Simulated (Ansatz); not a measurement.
GeO$_{2}$ (rutile), relaxed with HSE06 (Ansatz, an electronic-structure program, plane waves, PAW): a = b = 4.4086 Å, c = 2.8622 Å, α = β = γ = 90.00°.

| Property | Result |
|---|---|
| gap (eV) | 3.82 |
| B₀ by P(V) fit (GPa) | 239 |

### Question
The same phase is relaxed and computed with PBEsol in the same code. What are the cell and these values now?

### Answer
a = 4.428 Å, b = 4.428 Å, c = 2.884 Å, α = 90.00°, β = 90.00°, γ = 90.00°.

- gap (eV): 1.57
- B₀ by P(V) fit (GPa): 217

All cells were relaxed under the symmetry of their starts (and spin orders); stability against distortions was not tested throughout. Scalar-relativistic: spin–orbit coupling is off unless named, which matters more the heavier the elements.

Potentials: the later of the program's two PAW sets.

Ansatz is a plane-wave DFT program.
